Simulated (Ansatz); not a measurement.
# BN: the cost of one run

Method: reference: DFT, HSE06, plane waves, PAW, in Ansatz 0.2.0.

4 further runs of the same task are left out: 4 that didn't finish.

### 1 Starting point

The structure is cubic, space group Fm-3m (No. 225). The conventional cell has a = 3.492 Å, b = 3.492 Å, c = 3.492 Å, α = 90.00°, β = 90.00°, γ = 90.00°. B (site symmetry m-3m) has 6 N at 1.75 Å as nearest neighbours. Around N (site symmetry m-3m) lie 6 B at 1.75 Å.

Structure file:

```
CELL_PARAMETERS angstrom
0.00000 1.74583 1.74583
1.74583 0.00000 1.74583
1.74583 1.74583 0.00000
ATOMIC_POSITIONS crystal
B 0.00000 0.00000 0.00000
N 0.50000 0.50000 0.50000
```

### 2 The reference run

input.yaml reads:

```yaml
crystal:
  lattice:
    - [0.0, 1.745825935, 1.745825935]
    - [1.745825935, 0.0, 1.745825935]
    - [1.745825935, 1.745825935, 0.0]
  atoms:
    - { symbol: B, position: [0.0, 0.0, 0.0] }
    - { symbol: "N", position: [0.5, 0.5, 0.5] }
kpoints:
  mp_grid: { grid: [6, 6, 6] }
hamiltonian:
  xc: hse06
scf:
  occupations: { method: fixed }
  n_extra_bands: 4
output:
  forces: true
  stress: true
  eigenvalues: true
```

The run is started by

```sh
$ ansatz run input.yaml --threads 4 --pin off --max-ram 3686MiB --backend cpu --events-out ev --progress --plain --runs-dir out
```

What time and memory should one allow on 4 threads of Arm Neoverse V1, shared host?

About 1.9 s, with a peak of 0.45 GiB.
